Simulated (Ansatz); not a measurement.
Space group Amm2 (No. 38). a = 3.972 Å, b = 5.781 Å, c = 5.832 Å, α = 90.00°, β = 90.00°, γ = 90.00°
```
atom site symmetry x y z
  Ba    2a mm2  0.0000  0.5000  0.5116
  Ti    2b mm2  0.5000  0.5000  0.0278
   O    2a mm2  0.0000  0.5000  0.9873
   O    4e m..  0.5000  0.2584  0.2348
```

Equation of state of this BaTiO$_{3}$ structure (not necessarily the ground state), with shape and atoms relaxed at each volume where symmetry leaves them free. Theory: DFT PBE, scalar-relativistic, plane waves, PAW (Ansatz).

Plane waves to 420 eV, a k mesh through Γ of 8×8×8 on the computed 5-atom cell and Gaussian smearing (0.02 eV); no spin polarisation.

```tsv
V (Å³/atom)	E − E(largest V) (meV/atom)	P (GPa)	gap on mesh (eV)
11.786	54.18	19.65	1.99
12.187	14.58	12.41	2.00
12.589	-9.62	7.16	2.12
12.991	-22.20	3.11	2.25
13.393	-25.90	0.01	2.39
13.794	-22.98	-2.28	2.54
14.196	-15.29	-3.89	2.70
14.732	0.00	-5.22	2.92
```

Fit a third-order Birch–Murnaghan equation to E(V).

V0 = 13.40 Å³/atom, B0 = 87 GPa, B0' = 9.2. B0' is unusual or poorly fixed by this range.

Spin-orbit coupling is left out, which matters for the bands of heavy elements.